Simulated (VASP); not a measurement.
# BaO (Fm-3m) in VASP: Born charges and dielectric tensor with LDA

Aim: the Born charges and dielectric tensor of BaO with LDA.

Everything below comes from runs of VASP 6.6.1. Logs are shortened: lines on timing, memory, paths and dates and some standing lists are left out, and cuts for length are marked.

## 1. Starting point

The structure is cubic, space group Fm-3m (No. 225). Conventional cell: a = 5.478 Å, b = 5.478 Å, c = 5.478 Å, α = 90.00°, β = 90.00°, γ = 90.00°. Around Ba (site symmetry m-3m) lie 6 O at 2.74 Å. O (site symmetry m-3m) is surrounded by 6 Ba at 2.74 Å.

The cell is a database's computed one.

## 2. Born charges and dielectric tensor, LDA

INCAR reads:

```
PREC = Accurate
ENCUT = 600
EDIFF = 1E-8
ISMEAR = 0
SIGMA = 0.02
LREAL = F
LASPH = T
NELM = 80
ALGO = Fast
ISIF = 2
LWAVE = F
LCHARG = F
LEPSILON = T
IBRION = 8
NSW = 1
```

KPOINTS reads:

```
regular mesh
0
Gamma
  12 12 12
```

POSCAR reads:

```
BaO
1.0
    0.0000000000      2.7389500000      2.7389500000
    2.7389500000      0.0000000000      2.7389500000
    2.7389500000      2.7389500000      0.0000000000
Ba O
1 1
Direct
    0.0000000000      0.0000000000      0.0000000000
    0.5000000000      0.5000000000      0.5000000000
```

Potentials or basis: VASP PAW LDA potentials, release 64 (Ba_sv, O).

Command:

```
$ cat potpaw_LDA.64/Ba_sv/POTCAR potpaw_LDA.64/O/POTCAR > POTCAR
$ mpirun -np 1 vasp_std > vasp.out
```

OUTCAR:

```text
PREC = Accurate
   ENCUT = 600
   EDIFF = 1E-8
   ISMEAR = 0
   LREAL = F
   LASPH = T
   NELM = 80
   ISIF = 2
   LEPSILON = T
   IBRION = 8
   NSW = 1

 ion  position               nearest neighbor table
   1  0.000  0.000  0.000-   2 2.74   2 2.74   2 2.74   2 2.74   2 2.74   2 2.74
   2  0.500  0.500  0.500-   1 2.74   1 2.74   1 2.74   1 2.74   1 2.74   1 2.74

  LATTYP: Found a face centered cubic cell.
 ALAT       =     5.4779000000

  Lattice vectors:

 A1 = (   0.0000000000,   2.7389500000,   2.7389500000)
 A2 = (   2.7389500000,   0.0000000000,   2.7389500000)
 A3 = (   2.7389500000,   2.7389500000,   0.0000000000)

Analysis of symmetry for initial positions (statically):
=====================================================================
 Subroutine PRICEL returns:
 Original cell was already a primitive cell.

 Routine SETGRP: Setting up the symmetry group for a
 face centered cubic supercell.

 Subroutine GETGRP returns: Found 48 space group operations
 (whereof 48 operations were pure point group operations)
 out of a pool of 48 trial point group operations.

The static configuration has the point symmetry O_h .

Analysis of symmetry for dynamics (positions and initial velocities):
=====================================================================
 Subroutine PRICEL returns:
 Original cell was already a primitive cell.

 Routine SETGRP: Setting up the symmetry group for a
 face centered cubic supercell.

 Subroutine GETGRP returns: Found 48 space group operations
 (whereof 48 operations were pure point group operations)
 out of a pool of 48 trial point group operations.

The dynamic configuration has the point symmetry O_h .

 Subroutine INISYM returns: Found 48 space group operations
 (whereof 48 operations are pure point group operations),
[... 595 lines left out ...]
    -0.01346  0.00000  0.00000
    -0.00000 -0.00163 -0.00000
    -0.00000 -0.00000 -0.00163

 MACROSCOPIC STATIC DIELECTRIC TENSOR (including local field effects in DFT)
 ------------------------------------------------------
           4.388696    -0.000000    -0.000000
           0.000000     4.388696    -0.000000
           0.000000    -0.000000     4.388696
 ------------------------------------------------------

 PIEZOELECTRIC TENSOR (including local field effects)  for field in x, y, z        (e  Angst)
          XX          YY          ZZ          XY          YZ          ZX
  --------------------------------------------------------------------------------
  x     0.00000     0.00000     0.00000     0.00000     0.00000     0.00000
  y     0.00000     0.00000     0.00000     0.00000     0.00000     0.00000
  z     0.00000     0.00000     0.00000     0.00000     0.00000     0.00000

 PIEZOELECTRIC TENSOR (including local field effects)  for field in x, y, z        (C/m^2)
          XX          YY          ZZ          XY          YZ          ZX
  --------------------------------------------------------------------------------
  x     0.00000     0.00000     0.00000     0.00000     0.00000     0.00000
  y     0.00000     0.00000     0.00000     0.00000     0.00000     0.00000
  z     0.00000     0.00000     0.00000     0.00000     0.00000     0.00000

 BORN EFFECTIVE CHARGES (including local field effects) (in |e|, cummulative output)
 ---------------------------------------------------------------------------------
 ion    1
    1     2.79743     0.00000    -0.00000
    2     0.00000     2.79743     0.00000
    3    -0.00000     0.00000     2.79743
 ion    2
    1    -2.79743     0.00000     0.00000
    2     0.00000    -2.79743    -0.00000
    3     0.00000    -0.00000    -2.79743

 INTERNAL STRAIN TENSOR FOR ION    2 for displacements in x,y,z  (eV/Angst):
          X           Y           Z          XY          YZ          ZX
  --------------------------------------------------------------------------------
  x     0.00000     0.00000     0.00000     0.00000     0.00000     0.00000
  y     0.00000     0.00000     0.00000     0.00000     0.00000     0.00000
  z     0.00000     0.00000     0.00000     0.00000     0.00000     0.00000

 SECOND DERIVATIVES (NOT SYMMETRIZED)
 ------------------------------------
               1X          1Y          1Z          2X          2Y          2Z
  1X    -0.650369    0.000000    0.000000    0.650369    0.000000    0.000000
  1Y     0.000000   -0.650369    0.000000    0.000000    0.650369    0.000000
  1Z     0.000000    0.000000   -0.650369    0.000000    0.000000    0.650369
  2X     0.630793    0.000000    0.000000   -0.630793    0.000000    0.000000
  2Y     0.000000    0.630793    0.000000    0.000000   -0.630793    0.000000
  2Z     0.000000    0.000000    0.630793    0.000000    0.000000   -0.630793

 Eigenvectors and eigenvalues of the dynamical matrix
 ----------------------------------------------------

   1 f  =    3.285280 THz    20.642024 2PiTHz  109.585148 cm-1    13.586821 meV
             X         Y         Z           dx          dy          dz
      0.000000  0.000000  0.000000     0.000000    0.327507    0.000000
      2.738950  2.738950  2.738950     0.000000   -0.944849    0.000000
[... 21 lines left out ...]
   6 f/i=    0.015534 THz     0.097606 2PiTHz    0.518172 cm-1     0.064245 meV
             X         Y         Z           dx          dy          dz
      0.000000  0.000000  0.000000     0.000000   -0.944849    0.000000
      2.738950  2.738950  2.738950     0.000000   -0.327507    0.000000

--------------------------------------------------------------------------------------------------------

 MACROSCOPIC STATIC DIELECTRIC TENSOR IONIC CONTRIBUTION
 ------------------------------------------------------
          53.786917     0.000000    -0.000000
           0.000000    53.786917    -0.000000
          -0.000000    -0.000000    53.786917
 ------------------------------------------------------

 ELASTIC MODULI CONTR FROM IONIC RELAXATION (kBar)
 Direction    XX          YY          ZZ          XY          YZ          ZX
 --------------------------------------------------------------------------------
 XX           0.0000      0.0000      0.0000      0.0000      0.0000      0.0000
 YY           0.0000      0.0000      0.0000      0.0000      0.0000      0.0000
 ZZ           0.0000      0.0000      0.0000      0.0000      0.0000      0.0000
 XY           0.0000      0.0000      0.0000      0.0000      0.0000      0.0000
 YZ           0.0000      0.0000      0.0000      0.0000      0.0000      0.0000
 ZX           0.0000      0.0000      0.0000      0.0000      0.0000      0.0000
 --------------------------------------------------------------------------------

 PIEZOELECTRIC TENSOR IONIC CONTR  for field in x, y, z        (C/m^2)
          XX          YY          ZZ          XY          YZ          ZX
  --------------------------------------------------------------------------------
  x     0.00000     0.00000     0.00000     0.00000     0.00000     0.00000
  y     0.00000     0.00000     0.00000     0.00000     0.00000     0.00000
  z     0.00000     0.00000     0.00000     0.00000     0.00000     0.00000
```

It took 9.8 min on 1 thread of Intel Xeon Platinum 8259CL at 2.50GHz (Skylake/Cascade Lake), shared host; peak memory 0.41 GiB.

What came out:

```yaml
Band_gap_on_the_k_mesh: 1.70 eV, direct
Electronic_dielectric_tensor_diagonal: 4.39
Born_charges_mean_of_the_diagonal: Ba +2.80; O -2.80 e
Highest_phonon_frequency_at_Γ_LO-TO_splitting_left_out: 110 cm⁻¹
```

Phonon frequencies in cm⁻¹ (negative: imaginary):
```tsv
q point	frequencies
(0.000, 0.000, 0.000)	-1 -1 -1 110 110 110
```

Electronic dielectric tensor:
```
4.39 0.00 0.00
0.00 4.39 0.00
0.00 0.00 4.39
```

Born effective charge tensors (e):
atom 1, Ba
```
2.80 0.00 0.00
0.00 2.80 0.00
0.00 0.00 2.80
```
atom 2, O
```
-2.80  0.00  0.00
 0.00 -2.80  0.00
 0.00  0.00 -2.80
```

Caveat: spin-orbit coupling is left out, which moves the levels of the heavy elements. A k mesh can miss the band edges.
